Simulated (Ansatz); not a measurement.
Wanted: the native input for an Ansatz 0.2.0 run.

| Property | Result |
| --- | --- |
| Task | phonons |
| Functional | PBE |
| Potentials or basis | Ansatz PAW |
| Cutoff | 420 eV (not typed: the program's choice for these potentials) |
| k mesh | 10 × 10 × 6 |
| Occupations | fermi-dirac, width 0.05 eV |
| Spin | no spin polarisation |
| q mesh | 2 × 2 × 2 |
| Path | [["G", "M", "K", "G", "A", "L", "H", "A"], ["L", "M"], ["K", "H"]] |
| Points for each segment of the path | 8 |

Crystal: Ag.

```
Ag
1.0
     2.93000    0.00000    0.00000
    -1.46500    2.53745    0.00000
     0.00000    0.00000    4.79000
Ag
2
Direct
  0.66667 0.33333 0.75000
  0.33333 0.66667 0.25000
```

This isn't the form of Ag at room conditions, which is fcc.

These files were run (other wordings do the same):

input.yaml

```yaml
crystal:
  lattice:
    - [2.93, 0.0, 0.0]
    - [-1.465, 2.5374544331, 0.0]
    - [0.0, 0.0, 4.79]
  atoms:
    - { symbol: Ag, position: [0.6666666667, 0.3333333333, 0.75] }
    - { symbol: Ag, position: [0.3333333333, 0.6666666667, 0.25] }
hamiltonian:
  xc: pbe
  pseudopotentials: { kind: paw }
kpoints:
  mp_grid: { grid: [10, 10, 6] }
scf:
  occupations: { method: fermi_dirac, width: 0.05 }
phonons:
  method: dfpt
  qmesh: [2, 2, 2]
  temperatures: { t_max: 1000, t_step: 100 }
  qpath:
    path:
      - [[0.0, 0.0, 0.0], [0.5, 0.0, 0.0], [0.3333333333, 0.3333333333, 0.0], [0.0, 0.0, 0.0], [0.0, 0.0, 0.5], [0.5, 0.0, 0.5], [0.3333333333, 0.3333333333, 0.5], [0.0, 0.0, 0.5]]
      - [[0.5, 0.0, 0.5], [0.5, 0.0, 0.0]]
      - [[0.3333333333, 0.3333333333, 0.0], [0.3333333333, 0.3333333333, 0.5]]
    npoints: 8
```

Potentials or basis: Ansatz PAW.

The run is started by

```console
$ ansatz run input.yaml --threads 2 --pin off --max-ram 5632MiB --backend cpu --events-out ev --progress --plain --runs-dir out
```

Results of the run:

```json
{
 "Band gap on the k mesh": "none (metal or under the smearing width)",
 "Highest phonon frequency": "161 cm⁻¹"
}
```

Caveat: the q mesh is small, so phonon branches between its points and thermal values are rough; some levels weren't fully converged.

Wall time 83 s on 2 threads of Intel(R) Xeon(R) Processor @ 2.50GHz (Skylake/Cascade Lake) (shared host), peak memory 0.59 GiB.
